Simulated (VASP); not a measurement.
# MgS, self-consistent run: which settings are enough?

MgS, P6_3mc (no. 186), 4 atoms in the cell. PBE; PAW potentials S, Mg (PBE set). VASP 6.6.1.

Wanted: energy within 0.2 meV/atom; levels at the zone centre within 0.003 eV.

What the run is for: comparing ways to start; Accuracy asked: tight.

Levels at the zone centre: counted from the valence top at that point.

POSCAR:
```
MgS
1.0
    4.0346224068      0.0000000000      0.0000000000
   -2.0173112034      3.4940854990      0.0000000000
    0.0000000000      0.0000000000      6.4322941800
S Mg
2 2
Direct
    0.6666666667      0.3333333333      0.8792441500
    0.3333333333      0.6666666667      0.3792441500
    0.3333333333      0.6666666667      0.9957548500
    0.6666666667      0.3333333333      0.4957548500
```

## How the run starts (with a second run first, the time holds both)

| How the run starts (with a second run first, the time holds both) | Energy less reference (meV/atom) | Levels at the zone centre, largest deviation (eV) | Time (s) |
|---|---|---|---|
| from scratch: 13 SCF iterations | 0.00 | 0.0000 | 18 |
| density of a coarse mesh (ICHARG 1): 14 + 10 SCF iterations | 0.00 | 0.0001 | 25 |
| orbitals of a lower cutoff (ISTART 1): 13 + 6 SCF iterations | 0.00 | 0.0001 | 20 |
| orbitals of a loose run: 10 + 4 SCF iterations | 0.00 | 0.0003 | 16 |

Chosen: from scratch: 13 SCF iterations; no other choice that stays within half of the tolerance saves 30 % of the time.

The chosen settings are those of the reference run.

Values of the reference run: Levels at the zone centre: -0.1621, 0, 3.434 eV from the valence top at Gamma.

## The input

INCAR:
```
SYSTEM = MgS
  ALGO = Normal
  EDIFF = 1E-6
  EFERMI = MIDGAP
  ENCUT = 400
  GGA = PE
  GGA_COMPAT = .FALSE.
  ISIF = 2
  ISMEAR = 0
  LASPH = .TRUE.
  LCHARG = .FALSE.
  LREAL = .FALSE.
  LWAVE = .FALSE.
  NELM = 120
  PREC = Accurate
  SIGMA = 0.03
```

KPOINTS:
```
k-points
0
Gamma
  7 7 4
```

Commands:
```
cat potpaw_PBE.64/S/POTCAR potpaw_PBE.64/Mg/POTCAR > POTCAR
mpirun -np 1 vasp_std > vasp.out
```

The chosen input took VASP 6.6.1 18 s on 1 core (Intel Xeon Platinum 8259CL @ 2.50GHz (Skylake/Cascade Lake)), a shared host.

## An input that fails: restart asked without its files

VASP's message: ERROR: charge density could not be read from file CHGCAR for ICHARG>10.

Changes against the starting input:
```
- NELM = 120
+ NELM = 60
+ ICHARG = 11
```
